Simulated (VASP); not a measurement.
Here is a VASP 6.6.1 calculation.

INCAR

```
  PREC = Accurate
  ENCUT = 520
  EDIFF = 1E-6
  ISMEAR = -1
  SIGMA = 0.05
  LREAL = False
  LASPH = True
  NELM = 80
  ALGO = Normal
  ISIF = 2
  LWAVE = False
  LCHARG = False
  GGA = PE
  NBANDS = 11
```

File KPOINTS:

```
regular mesh
0
Gamma
  9 9 9
```

Contents of POSCAR:

```
Ca
1.0
   -2.2342240854      2.2342240854      2.2250143716
    2.2342240854     -2.2342240854      2.2250143716
    2.2342240854      2.2342240854     -2.2250143716
Ca
1
Direct
    0.5000000000      0.5000000000      0.0000000000
```

Potentials or basis: VASP PAW PBE potentials, release 64 (Ca_sv).

Command:

```sh
$ cat potpaw_PBE.64/Ca_sv/POTCAR > POTCAR
$ mpirun -np 1 vasp_std > vasp.out
```

(1) Estimate the pressure.

(2) Estimate the band gap on the k mesh.

## Answers

(1) -0.8 GPa.

(2) none (metal or under the smearing width).
